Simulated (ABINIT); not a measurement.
**ZnS: equation of state with revPBE**

**What was measured.**

“Electronic, vibrational, and thermodynamic properties of ZnS (zincblende and rocksalt structure)”, 2009, arxiv:0911.5022 quotes, for a bulk crystal of ZnS: bulk modulus 76.9 GPa.

The system is ZnS.

```
Zn S
1.0
     0.00000    2.70200    2.70200
     2.70200    0.00000    2.70200
     2.70200    2.70200    0.00000
Zn S
1 1
Direct
  0.75000 0.75000 0.75000
  0.00000 0.00000 0.00000
```

```
Program             : ABINIT 10.8.3 (patched build)
Task                : equation of state
Functional          : revPBE
Potentials or basis : JTH PAW PBE v2.0
Cutoff              : 544 eV
k mesh              : 9 × 9 × 9
Occupations         : fermi-dirac, width 0.05 eV
Spin                : no spin polarisation
```

The equilibrium volume is 20.69 Å³/atom, the bulk modulus is 64 GPa and the pressure derivative of the bulk modulus is 4.5.

Energy against volume, from the lowest point:
```
volume (Å³/atom)  energy (meV/atom)
          18.543              54.17
          18.938              34.61
          19.332              19.87
          19.727               9.46
          20.121               2.99
          20.516               0.00
          20.910               0.18
```

Run time: 2.8 min on 1 thread of Intel(R) Xeon(R) 6975P-C (Granite Rapids) (shared host), peak memory 0.14 GiB.

Measured bulk modulus of ZnS: 76.9 GPa (quoted in “Electronic, vibrational, and thermodynamic properties of ZnS (zincblende and rocksalt structure)”, 2009, arxiv:0911.5022). This calculation gives 64 GPa (-16.4 %). The fit is for a static lattice scaled at fixed shape and fixed fractional positions.

Caveat: the cutoff is too short for stress, so the log's stress isn't used; pressures at fixed basis lie under the slope of the energies; the PAW data sets were made with another functional, which shifts forces and pressure a little. revPBE gives volumes clearly too large for solids.
